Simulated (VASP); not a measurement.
# Te2Mo (P2_1/m) in VASP: a series of runs, part 2 of 2

VASP 6.6.1. The steps go on from the part before.

### 3 Relaxation of cell and atoms, PBEsol

This run uses another cell than the first one, of 24.70 Å³/atom, 0.976 times its volume.

File INCAR:

```
  ALGO = Normal
  EDIFF = 1E-7
  EDIFFG = -0.005
  ENCUT = 600
  GGA = PS
  IBRION = 2
  ISIF = 3
  ISMEAR = 0
  KPAR = 4
  LASPH = True
  LCHARG = False
  LREAL = False
  LWAVE = False
  NELM = 80
  NSW = 90
  PREC = Accurate
  SIGMA = 0.03
```

File KPOINTS:

```
k-points
0
Gamma
  4 8 2
```

File POSCAR:

```
Te2Mo                                   
1.0
    6.3321330251      0.0000000000      0.0434633055
    0.0000000000      3.4562429164      0.0000000000
   -0.8539127855      0.0000000000     13.5376192204
  Te              Mo            
     8     4
Direct
     0.5603535801205626    0.7500000000000000    0.3488844096350652
     0.4396464198794378    0.2500000000000000    0.6511155903649345
     0.5843704058850694    0.2500000000000000    0.1039996286732502
     0.4156295941149304    0.7500000000000000    0.8960003713267496
     0.0925979608009261    0.7500000000000000    0.1513337898634738
     0.9074020391990737    0.2500000000000000    0.8486662101365258
     0.0577361000869008    0.2500000000000000    0.3957577698812705
     0.9422638999130994    0.7500000000000000    0.6042422301187295
     0.3198015341683969    0.7500000000000000    0.5065255680114396
     0.6801984658316028    0.2500000000000000    0.4934744319885608
     0.1821010944563122    0.2500000000000000    0.0072294033409399
     0.8178989055436880    0.7500000000000000    0.9927705966590599
```

Potentials or basis: VASP PAW PBE potentials, release 64 (Te, Mo_sv).

Command:

```console
> cat potpaw_PBE.64/Te/POTCAR potpaw_PBE.64/Mo_sv/POTCAR > POTCAR
> mpirun -np 4 vasp_std > vasp.out
```

Wall time 35 min (4 MPI ranks of AMD EPYC 9R45 (Zen 5), shared host); peak memory 0.75 GiB.

Results (log left out):

| Quantity | Value |
| --- | --- |
| Free energy | -78.5720 eV |
| Relaxed volume | 24.69 Å³/atom |
| Relaxed cell | a = 6.334 Å, b = 3.457 Å, c = 13.544 Å, α = 90.00°, β = 92.66°, γ = 90.00° |
| Space group after relaxing (to 0.05 Å) | P2_1/m (No. 11) |
| Energy gained by relaxing | 0.0 meV/atom |
| Ionic steps | 29 |
| Pressure after relaxing | 0.0 GPa |
| Largest force after relaxing | 0.004 eV/Å |
| Band gap on the k mesh | none (metal or under the smearing width) |

Forces in eV/Å, atoms in the order of the input:
```
Te   0.002  0.000  0.003
Te  -0.002  0.000 -0.003
Te  -0.001  0.000 -0.001
Te   0.001  0.000  0.001
Te  -0.004  0.000 -0.001
Te   0.004  0.000  0.001
Te   0.002  0.000 -0.001
Te  -0.002  0.000  0.001
Mo   0.001  0.000 -0.002
Mo  -0.001  0.000  0.002
Mo  -0.003  0.000  0.000
Mo   0.003  0.000  0.000
```

Step by step:
```csv
step,energy change (eV),largest force (eV/Å),pressure (GPa),volume (Å³)
1,0.0000,0.0087,0.02,296.40
2,0.0000,0.0067,-0.03,296.52
3,0.0000,0.0067,-0.03,296.52
4,-0.0001,0.0083,-0.01,296.46
5,0.0000,0.0120,0.01,296.42
6,-0.0001,0.0100,0.00,296.44
7,-0.0001,0.0075,0.00,296.42
8,-0.0001,0.0106,0.00,296.36
9,-0.0001,0.0087,0.00,296.35
10,-0.0001,0.0065,-0.01,296.32
11,-0.0002,0.0178,-0.02,296.26
12,-0.0001,0.0117,-0.01,296.28
13,-0.0001,0.0102,0.00,296.25
14,-0.0002,0.0113,0.02,296.14
15,-0.0002,0.0090,0.01,296.15
16,-0.0002,0.0099,-0.01,296.17
17,-0.0002,0.0072,0.00,296.15
18,-0.0002,0.0065,0.01,296.09
19,-0.0002,0.0079,0.01,296.07
20,-0.0003,0.0059,0.00,296.10
21,-0.0003,0.0116,-0.01,296.15
22,-0.0003,0.0097,-0.01,296.14
23,-0.0003,0.0090,0.02,296.12
24,-0.0003,0.0108,0.02,296.11
25,-0.0003,0.0087,0.01,296.14
26,-0.0003,0.0087,-0.01,296.22
27,-0.0004,0.0062,0.00,296.23
28,-0.0004,0.0053,0.01,296.24
29,-0.0004,0.0042,0.01,296.27
```

Final structure:
```
Te Mo
1.0
     6.33335    0.00000    0.07461
     0.00000    3.45740    0.00000
    -0.78752    0.00000   13.52116
Te Mo
8 4
Direct
  0.56300 0.75000 0.34868
  0.43700 0.25000 0.65132
  0.58216 0.25000 0.10397
  0.41784 0.75000 0.89603
  0.08976 0.75000 0.15149
  0.91024 0.25000 0.84851
  0.06014 0.25000 0.39583
  0.93986 0.75000 0.60417
  0.31966 0.75000 0.50661
  0.68034 0.25000 0.49339
  0.18187 0.25000 0.00719
  0.81813 0.75000 0.99281
```

Levels at points of the mesh, in eV from the Fermi level:
```
           k point  band 49  band 50  band 51  band 52  band 53  band 54  band 55  band 56
(0.00, 0.00, 0.00)    -0.47    -0.19     0.08     0.24     0.38     0.66     0.82     0.94
(0.50, 0.00, 0.00)    -0.95    -0.91    -0.54    -0.50    -0.15    -0.12     0.85     0.87
(0.00, 0.50, 0.00)    -1.67    -1.67    -1.45    -1.45     0.96     0.96     1.14     1.14
(0.50, 0.50, 0.00)    -1.12    -1.12    -1.05    -1.05     0.97     0.97     1.03     1.03
(0.00, 0.00, 0.50)    -0.08    -0.08     0.06     0.10     0.41     0.50     0.86     0.91
(0.50, 0.00, 0.50)    -0.95    -0.91    -0.57    -0.38    -0.08    -0.07     0.81     0.89
(0.00, 0.50, 0.50)    -1.63    -1.63    -1.57    -1.57     0.94     0.94     1.13     1.13
(0.50, 0.50, 0.50)    -1.12    -1.12    -1.04    -1.04     0.98     0.98     1.00     1.00
```

Caveat: the PAW data sets were made with another functional, which shifts forces and pressure a little. Spin-orbit coupling is left out, which matters for the levels of Te.

### 4 Relaxation of shape and atoms at fixed volume, PBEsol (a relaxed cell with its volume scaled by 0.94)

File INCAR:

```
  ALGO = Normal
  EDIFF = 1E-7
  EDIFFG = -0.01
  ENCUT = 600
  GGA = PS
  IBRION = 2
  ISIF = 4
  ISMEAR = 0
  KPAR = 4
  LASPH = True
  LCHARG = False
  LREAL = False
  LWAVE = False
  NELM = 80
  NSW = 40
  PREC = Accurate
  SIGMA = 0.03
```

KPOINTS is that of step 3.

File POSCAR:

```
Te2Mo                                   
1.0
    6.2040635360      0.0000000000      0.0730912002
    0.0000000000      3.3868200798      0.0000000000
   -0.7714397959      0.0000000000     13.2451383826
  Te              Mo            
     8     4
Direct
     0.5630004395970936    0.7500000000000000    0.3486818266889556
     0.4369995604029067    0.2500000000000000    0.6513181733110371
     0.5821596981635881    0.2500000000000000    0.1039661886812853
     0.4178403018364119    0.7500000000000000    0.8960338113187151
     0.0897648535136414    0.7500000000000000    0.1514916685711884
     0.9102351464863587    0.2500000000000000    0.8485083314288115
     0.0601386040458924    0.2500000000000000    0.3958256941551847
     0.9398613959541074    0.7500000000000000    0.6041743058448154
     0.3196565962770810    0.7500000000000000    0.5066069880792616
     0.6803434037229192    0.2500000000000000    0.4933930119207379
     0.1818711102641694    0.2500000000000000    0.0071868584055234
     0.8181288897358305    0.7500000000000000    0.9928131415944694
```

Command:

```console
> cat potpaw_PBE.64/Te/POTCAR potpaw_PBE.64/Mo_sv/POTCAR > POTCAR
> mpirun -np 4 vasp_std > vasp.out
```

It took 42 min on 4 MPI ranks of AMD EPYC 9R45 (Zen 5), shared host; peak memory 0.72 GiB.

It converged, with:

| Item | Value |
| --- | --- |
| Free energy | -78.4131 eV |
| Energy gained by relaxing | 20.0 meV/atom |
| Ionic steps | 28 |
| Pressure after relaxing | 3.2 GPa |
| Largest force after relaxing | 0.007 eV/Å |
| Band gap on the k mesh | none (metal or under the smearing width) |

Forces on the atoms (eV/Å):
```
Te   0.004  0.000 -0.001
Te  -0.004  0.000  0.001
Te   0.003  0.000  0.006
Te  -0.003  0.000 -0.006
Te   0.005  0.000 -0.003
Te  -0.005  0.000  0.003
Te  -0.002  0.000  0.006
Te   0.002  0.000 -0.006
Mo  -0.002  0.000 -0.007
Mo   0.002  0.000  0.007
Mo   0.000  0.000  0.003
Mo   0.000  0.000 -0.003
```

The path:
| step | energy change (eV) | largest force (eV/Å) | pressure (GPa) |
| --- | --- | --- | --- |
| 1 | 0.0000 | 1.0335 | 7.52 |
| 2 | -0.1586 | 0.2610 | 4.85 |
| 3 | -0.1619 | 0.3171 | 4.41 |
| 4 | -0.2161 | 0.0774 | 3.68 |
| 5 | -0.2192 | 0.1894 | 3.48 |
| 6 | -0.2352 | 0.1020 | 3.28 |
| 7 | -0.2352 | 0.1038 | 3.27 |
| 8 | -0.2370 | 0.0603 | 3.21 |
| 9 | -0.2370 | 0.0587 | 3.21 |
| 10 | -0.2378 | 0.0321 | 3.25 |
| 11 | -0.2381 | 0.0248 | 3.29 |
| 12 | -0.2383 | 0.0250 | 3.27 |
| 13 | -0.2383 | 0.0278 | 3.27 |
| 14 | -0.2385 | 0.0165 | 3.24 |
| 15 | -0.2386 | 0.0226 | 3.23 |
| 16 | -0.2388 | 0.0216 | 3.23 |
| 17 | -0.2391 | 0.0392 | 3.22 |
| 18 | -0.2392 | 0.0288 | 3.22 |
| 19 | -0.2395 | 0.0272 | 3.21 |
| 20 | -0.2394 | 0.0655 | 3.19 |
| 21 | -0.2396 | 0.0291 | 3.20 |
| 22 | -0.2397 | 0.0298 | 3.20 |
| 23 | -0.2400 | 0.0328 | 3.21 |
| 24 | -0.2402 | 0.0222 | 3.22 |
| 25 | -0.2402 | 0.0252 | 3.22 |
| 26 | -0.2403 | 0.0154 | 3.22 |
| 27 | -0.2403 | 0.0129 | 3.21 |
| 28 | -0.2404 | 0.0074 | 3.22 |

Final structure:
```
Te Mo
1.0
     6.28032    0.00000    0.00471
     0.00000    3.42708    0.00000
    -0.91869    0.00000   12.93879
Te Mo
8 4
Direct
  0.55700 0.75000 0.34219
  0.44300 0.25000 0.65781
  0.58748 0.25000 0.10776
  0.41252 0.75000 0.89224
  0.09465 0.75000 0.15836
  0.90535 0.25000 0.84164
  0.05330 0.25000 0.39176
  0.94670 0.75000 0.60824
  0.31945 0.75000 0.50633
  0.68055 0.25000 0.49367
  0.18275 0.25000 0.00796
  0.81725 0.75000 0.99204
```

Levels at points of the mesh, in eV from the Fermi level:
| k point | band 49 | band 50 | band 51 | band 52 | band 53 | band 54 | band 55 | band 56 |
| --- | --- | --- | --- | --- | --- | --- | --- | --- |
| (0.00, 0.00, 0.00) | -0.34 | -0.29 | 0.13 | 0.36 | 0.52 | 0.70 | 0.77 | 0.93 |
| (0.50, 0.00, 0.00) | -1.01 | -0.97 | -0.44 | -0.41 | -0.18 | -0.17 | 0.80 | 0.82 |
| (0.00, 0.50, 0.00) | -1.72 | -1.72 | -1.42 | -1.42 | 0.87 | 0.87 | 1.16 | 1.16 |
| (0.50, 0.50, 0.00) | -1.24 | -1.24 | -1.12 | -1.12 | 0.93 | 0.93 | 1.07 | 1.07 |
| (0.00, 0.00, 0.50) | -0.15 | -0.14 | 0.18 | 0.38 | 0.41 | 0.50 | 0.84 | 0.92 |
| (0.50, 0.00, 0.50) | -1.02 | -0.98 | -0.63 | -0.25 | -0.09 | -0.02 | 0.71 | 0.87 |
| (0.00, 0.50, 0.50) | -1.71 | -1.71 | -1.53 | -1.53 | 0.80 | 0.80 | 1.17 | 1.17 |
| (0.50, 0.50, 0.50) | -1.23 | -1.23 | -1.11 | -1.11 | 0.98 | 0.98 | 1.00 | 1.00 |

Caveat: the PAW data sets were made with another functional, which shifts forces and pressure a little.

### 5 Relaxation of cell and atoms, PBEsol, target pressure 1.5 GPa, at which the enthalpy is minimised

File INCAR:

```
SYSTEM = Te2Mo
PREC = Accurate
ENCUT = 600
EDIFF = 1E-6
ISMEAR = 0
SIGMA = 0.03
LREAL = .False.
LASPH = .True.
NELM = 80
ALGO = Normal
ISIF = 3
LWAVE = .False.
LCHARG = .False.
GGA = PS
IBRION = 2
NSW = 90
EDIFFG = -0.01
PSTRESS = 15.0
KPAR = 4
```

File KPOINTS:

```
Automatic mesh
0
Gamma
  4 8 2
  0 0 0
```

File POSCAR:

```
Te2Mo
1.0
    6.3300000000      0.0000000000      0.0000000000
    0.0000000000      3.4690000000      0.0000000000
   -0.9467947088      0.0000000000     13.8276237937
Te Mo
8 4
Direct
    0.5568000000      0.7500000000      0.3516000000
    0.4432000000      0.2500000000      0.6484000000
    0.5888000000      0.2500000000      0.1045000000
    0.4112000000      0.7500000000      0.8955000000
    0.0970000000      0.7500000000      0.1486000000
    0.9030000000      0.2500000000      0.8514000000
    0.0563000000      0.2500000000      0.3955000000
    0.9437000000      0.7500000000      0.6045000000
    0.3181000000      0.7500000000      0.5066000000
    0.6819000000      0.2500000000      0.4934000000
    0.1833000000      0.2500000000      0.0074000000
    0.8167000000      0.7500000000      0.9926000000
```

Command:

```console
> cat potpaw_PBE.64/Te/POTCAR potpaw_PBE.64/Mo_sv/POTCAR > POTCAR
> mpirun -np 4 vasp_std > vasp.out
```

It took 46 min on 4 MPI ranks of Intel Xeon Platinum 8488C (Sapphire Rapids), shared host; peak memory 0.81 GiB.

It converged, with:

* Free energy: -78.5306 eV
* Relaxed volume: 23.85 Å³/atom
* Relaxed cell: a = 6.312 Å, b = 3.445 Å, c = 13.197 Å, α = 90.00°, β = 93.94°, γ = 90.00°
* Space group after relaxing (to 0.05 Å): P2_1/m (No. 11)
* Energy change on relaxing (the enthalpy is what falls): +0.8 meV/atom
* Ionic steps: 29
* Pressure after relaxing: 1.5 GPa
* Largest force after relaxing: 0.008 eV/Å
* Band gap on the k mesh: none (metal or under the smearing width)

Forces on the atoms (eV/Å):
```
Te   0.004  0.000 -0.001
Te  -0.004  0.000  0.001
Te  -0.005  0.000  0.005
Te   0.005  0.000 -0.005
Te  -0.004  0.000  0.004
Te   0.004  0.000 -0.004
Te   0.005  0.000 -0.006
Te  -0.005  0.000  0.006
Mo  -0.002  0.000  0.000
Mo   0.002  0.000  0.000
Mo   0.000  0.000 -0.001
Mo   0.000  0.000  0.001
```

Step by step:
```tsv
step	energy change (eV)	largest force (eV/Å)	pressure (GPa)	volume (Å³)
1	0.0000	0.2002	-1.46	303.64
2	0.3332	1.1913	6.93	283.58
3	-0.0030	0.3212	1.40	296.08
4	-0.0017	0.3308	1.45	295.93
5	-0.0060	0.2094	1.45	294.44
6	0.0172	0.2492	1.58	290.94
7	0.0050	0.1768	1.55	291.99
8	-0.0006	0.0640	1.43	291.16
9	0.0049	0.1655	1.27	289.63
10	0.0094	0.1594	1.52	288.10
11	0.0254	0.1544	1.92	285.88
12	0.0122	0.1422	1.21	286.68
13	0.0132	0.1419	1.34	286.53
14	0.0152	0.0998	1.50	286.00
15	0.0201	0.0812	1.71	285.34
16	0.0132	0.0530	1.44	285.89
17	0.0129	0.0527	1.42	285.93
18	0.0150	0.0181	1.56	285.67
19	0.0146	0.0174	1.55	285.71
20	0.0131	0.0203	1.50	285.86
21	0.0119	0.0235	1.47	285.98
22	0.0120	0.0176	1.50	285.96
23	0.0122	0.0155	1.54	285.94
24	0.0107	0.0109	1.50	286.09
25	0.0104	0.0129	1.50	286.12
26	0.0099	0.0158	1.48	286.17
27	0.0096	0.0139	1.49	286.20
28	0.0095	0.0160	1.50	286.21
29	0.0092	0.0077	1.50	286.24
```

Final structure:
```
Te Mo
1.0
     6.31160    0.00000    0.00887
     0.00000    3.44462    0.00000
    -0.92523    0.00000   13.16436
Te Mo
8 4
Cartesian
  3.1992 2.5835 4.5447
  2.1871 0.8612 8.6285
  3.6086 0.8612 1.4037
  1.7778 2.5835 11.7695
  0.4555 2.5835 2.0491
  4.9309 0.8612 11.1241
  -0.0223 0.8612 5.1799
  5.4087 2.5835 7.9933
  1.5499 2.5835 6.6680
  3.8365 0.8612 6.5053
  1.1454 0.8612 0.1036
  4.2410 2.5835 13.0697
```

Levels at points of the mesh, in eV from the Fermi level:
```tsv
k point	band 49	band 50	band 51	band 52	band 53	band 54	band 55	band 56
(0.00, 0.00, 0.00)	-0.40	-0.27	0.09	0.35	0.41	0.66	0.77	0.93
(0.50, 0.00, 0.00)	-0.99	-0.96	-0.51	-0.45	-0.18	-0.16	0.80	0.82
(0.00, 0.50, 0.00)	-1.70	-1.70	-1.44	-1.44	0.90	0.90	1.13	1.13
(0.50, 0.50, 0.00)	-1.21	-1.21	-1.09	-1.09	0.93	0.93	1.04	1.04
(0.00, 0.00, 0.50)	-0.14	-0.13	0.13	0.25	0.37	0.48	0.82	0.89
(0.50, 0.00, 0.50)	-1.00	-0.96	-0.63	-0.30	-0.09	-0.06	0.73	0.86
(0.00, 0.50, 0.50)	-1.68	-1.68	-1.55	-1.55	0.85	0.85	1.13	1.13
(0.50, 0.50, 0.50)	-1.20	-1.20	-1.08	-1.08	0.97	0.97	0.98	0.98
```

Caveat: the cell is relaxed towards a set pressure, so the enthalpy falls and the energy may rise; the PAW data sets were made with another functional, which shifts forces and pressure a little. Spin-orbit coupling is left out, which matters for the levels of Te.

### 6 The runs side by side

```tsv
task	cell	target pressure	gap on the mesh (eV)	pressure (GPa)	largest force (eV/Å)
relaxation of cell and atoms	relaxed	-	none	0.0	-
relaxation of shape and atoms at fixed volume	atoms relaxed at fixed volume from: a relaxed cell with its volume scaled by 0.94	-	none	3.2	0.01
relaxation of cell and atoms	relaxed to 1.5 GPa	1.5 GPa	none	1.5	0.01
```

Alike in all rows: level PBEsol; potentials or basis VASP PAW PBE potentials, release 64 (Te, Mo_sv); no spin polarisation; k mesh 4 × 8 × 2; cutoff (eV) 600; smearing gaussian 0.03 eV.

Caveats: the PAW data sets were made with another functional, which shifts forces and pressure a little; the cell is relaxed towards a set pressure, so the enthalpy falls and the energy may rise (some runs).

Total energies depend on the potentials used, so only differences within one code and one set of settings carry meaning.
